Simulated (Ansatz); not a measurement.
Infrared modes and screening in LiF (P6_3mc)

Perturbation theory with PBEsol in the plane-wave code Ansatz on the PBEsol cell, ground state and force constants on a 9×9×4 mesh. The values are computed, spin-unpolarised, and not measurements.

It is hexagonal, P6_3mc (No. 186); conventional cell a = 3.096 Å, c = 4.813 Å, 9.99 Å³ an atom. Li is surrounded by 4 F at 1.86–1.88 Å; F is surrounded by 4 Li at 1.86–1.88 Å.

```yaml
crystal:
  lattice:
    - [3.09593, 0.00000, 0.00000]
    - [-1.54796, 2.68115, 0.00000]
    - [0.00000, 0.00000, 4.81345]
  atoms:
    - { symbol: Li, position: [0.33333, 0.66667, 0.38227] }
    - { symbol: Li, position: [0.66667, 0.33333, 0.88227] }
    - { symbol: F, position: [0.33333, 0.66667, 0.99273] }
    - { symbol: F, position: [0.66667, 0.33333, 0.49273] }
```

Optical modes without the longitudinal term:
```json
{"ω (cm⁻¹)": "146", "degeneracy": "2", "IR intensity, summed over the level ((D/Å)²/amu)": "0.00"}
{"ω (cm⁻¹)": "342", "degeneracy": "1", "IR intensity, summed over the level ((D/Å)²/amu)": "0.00"}
{"ω (cm⁻¹)": "394", "degeneracy": "1", "IR intensity, summed over the level ((D/Å)²/amu)": "9.03"}
{"ω (cm⁻¹)": "444", "degeneracy": "2", "IR intensity, summed over the level ((D/Å)²/amu)": "0.00"}
{"ω (cm⁻¹)": "446", "degeneracy": "2", "IR intensity, summed over the level ((D/Å)²/amu)": "17.42"}
{"ω (cm⁻¹)": "528", "degeneracy": "1", "IR intensity, summed over the level ((D/Å)²/amu)": "0.00"}
```

All optical modes at Γ are real, from 146 to 528 cm⁻¹ without the longitudinal term; this says nothing of other wave vectors. With the long-range field the highest mode reaches 666 cm⁻¹. Of the real levels 2 are infrared active, the strongest at 446 cm⁻¹.

The electronic dielectric tensor ε∞ is 1.90 along x and y, 1.91 along z. With the ions relaxed, ε⁰ is 4.2 along x and y, 5.0 along z. Born charges, averaged over directions: Li +0.99, F -0.99 e.

For comparison, on the r2SCAN cell the mean ε∞ is 1.83 with r2SCAN (ground state on 9×9×4; least gap 8.58 eV), 1.89 with PBE (ground state on 9×9×4; least gap 7.85 eV).
